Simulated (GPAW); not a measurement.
Runs of GPAW 26.7.0 on BN. Symmetry: F-43m, No. 216, cubic system. Conventional cell: a = 3.626 Å, b = 3.626 Å, c = 3.626 Å, α = 90.00°, β = 90.00°, γ = 90.00°. N (site symmetry -43m) is surrounded by 4 B at 1.57 Å. Around B (site symmetry -43m) lie 4 N at 1.57 Å. The cell is a database's computed one.

```csv
task,level,potentials or basis,cell,smearing,eigensolver,optimizer,fmax,max steps,target pressure,gap on the mesh (eV),pressure (GPa),relaxed volume (Å³/atom)
single point,PBE,"GPAW PAW data sets (gpaw-data 1.2.1), pw",as given,gaussian 0.026 eV,-,-,-,-,-,4.53,-1.6,-
relaxation of cell and atoms,BLYP+D3(BJ),"PAW data sets generated in the run's folder for this functional, pw",relaxed to 10 GPa,fermi-dirac 0.05 eV,davidson,BFGS,0.02 eV/Å,40,10 GPa,4.99,10.4,-
single point,PBE,"GPAW PAW data sets (gpaw-data 1.2.1), pw",as given,gaussian 0.017 eV,-,-,-,-,-,4.53,-1.6,-
single point,PBE,"GPAW PAW data sets (gpaw-data 1.2.1), pw",as given,gaussian 0.02 eV,-,-,-,-,-,4.53,-1.6,-
single point,RPBE,"the program's PAW data sets (release 1.2.1) made for this functional, pw",as given,gaussian 0.02 eV,-,-,-,-,-,(c),4.3,-
relaxation of cell and atoms,RPBE+D4,"the program's PAW data sets (release 1.2.1) made for this functional, pw",relaxed,fermi-dirac 0.05 eV,-,BFGS,0.02 eV/Å,40,-,4.60,0.2,5.79
single point,PBE,"GPAW PAW data sets (gpaw-data 1.2.1), pw",as given,gaussian 0.025 eV,-,-,-,-,-,4.53,-1.6,-
band structure,r2SCAN,"GPAW PAW data sets (gpaw-data 1.2.1), pw",as given,fermi-dirac 0.05 eV,-,-,-,-,-,5.06,-6.3,-
relaxation of cell and atoms,PBEsol+D3(BJ),"PAW data sets generated in the run's folder for this functional, pw",relaxed,fermi-dirac 0.05 eV,-,BFGS,0.05 eV/Å,100,-,(a),0.2,(b)
single point,PBE,"GPAW PAW data sets (gpaw-data 1.2.1), pw",as given,gaussian 0.014 eV,-,-,-,-,-,4.53,-1.6,-
relaxation of cell and atoms,revPBE+D3(BJ),"the program's PAW data sets (release 1.2.1) made for this functional, pw",relaxed,fermi-dirac 0.05 eV,-,BFGS,0.02 eV/Å,40,-,4.58,0.1,5.82
single point,PBE,"GPAW PAW data sets (gpaw-data 1.2.1), pw",as given,gaussian 0.029 eV,-,-,-,-,-,4.53,-1.6,-
```

Alike in all rows: no spin polarisation; k mesh 13 × 13 × 13; cutoff (eV) 800.

Problem. Fill in the values left out.

Solution. (a) 4.39; (b) 5.78; (c) 4.57.

Caveats: an odd mesh through Γ misses points on the zone boundary, where band edges often lie (some runs); later steps reuse the first step's grids (some runs); the PAW data sets were made with another functional, which shifts forces and pressure a little (some runs).
